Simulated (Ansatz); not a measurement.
A (110) slab of MgO (Fm-3m (No. 225)), 8 planes, outer planes MgO (top) and MgO (bottom), with 16 atoms (Mg8O8) in a surface cell of A = 12.498 Å², as cut from the bulk:

```xyz
16
Lattice="2.9728 0.0000 0.0000 0.0000 4.2042 0.0000 0.0000 0.0000 25.4049" Properties=species:S:1:pos:R:3 pbc="T T T"
Mg    1.4864    2.1021    7.5000
O     1.4864    0.0000    7.5000
Mg    0.0000    0.0000    8.9864
O     0.0000    2.1021    8.9864
Mg    1.4864    2.1021   10.4728
O     1.4864    0.0000   10.4728
Mg    0.0000    0.0000   11.9592
O     0.0000    2.1021   11.9592
Mg    1.4864    2.1021   13.4457
O     1.4864    0.0000   13.4457
Mg    0.0000    0.0000   14.9321
O     0.0000    2.1021   14.9321
Mg    1.4864    2.1021   16.4185
O     1.4864    0.0000   16.4185
Mg    0.0000    0.0000   17.9049
O     0.0000    2.1021   17.9049
```

Method: DFT r2SCAN, scalar-relativistic, plane waves, PAW (Ansatz 0.2.0). Settings: cutoff 500 eV, Γ-centred mesh 9×6×1 on the computed 16-atom cell, Gaussian smearing of 0.05 eV; no spin polarisation. The cell repeats along c with a dipole correction in the vacuum.

Against the same 16 atoms in the bulk, the slab as cut lies 4.149 eV higher and the relaxed slab 3.871 eV higher.

Q: Work out the surface energy before and after relaxation.

A: The slab has two faces, so γ = (E_slab − N·E_bulk)/(2A), the mean of both. As cut: 4.149/(2 × 12.498) = 0.1660 eV/Å², and 1 eV/Å² = 16.02 J/m², so γ = 2.66 J/m². Relaxed: 3.871/(2 × 12.498) = 0.1549 eV/Å² = 2.48 J/m². Relaxation recovers 7 % of the cost of cutting.

Q: What is the ideal work of this cut, per area?

A: Griffith's ideal work is 2γ: 5.32 J/m² if the new faces stay rigid, 4.96 J/m² if they relax. One thickness was run, 8 planes, so γ can still shift with it.